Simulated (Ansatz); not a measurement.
## CuAu3 in Ansatz: the effect of functional

CuAu3:

```
Au Cu
1.0
     3.92621    0.00000    0.00000
     0.00000    3.92621    0.00000
     0.00000    0.00000    3.92621
Au Cu
3 1
Direct
  0.50000 0.50000 0.00000
  0.50000 0.00000 0.50000
  0.00000 0.50000 0.50000
  0.00000 0.00000 0.00000
```

The cell isn't the ideal one: volume scaled by 0.96.

Alike in all runs:

- Program: Ansatz 0.2.0
- Task: single point
- Potentials or basis: Ansatz PAW
- k mesh: 7 × 7 × 7
- Occupations: fermi-dirac, width 0.05 eV
- Spin: no spin polarisation

```csv
functional,cutoff,pressure (GPa)
LDA,420 eV (not typed: the program's choice for these potentials),?
PBEsol,420 eV (not typed: the program's choice for these potentials),6.8
r2SCAN,500 eV (not typed: the program's choice for these potentials),11.5
```

What does the run with functional LDA give?

Pressure 1.4 GPa.

Caveats: the PAW data sets come from PBE, with cores solved anew for the run's functional, which leaves a small shift of forces and pressure.

Runs at the PBE level aren't shown here.
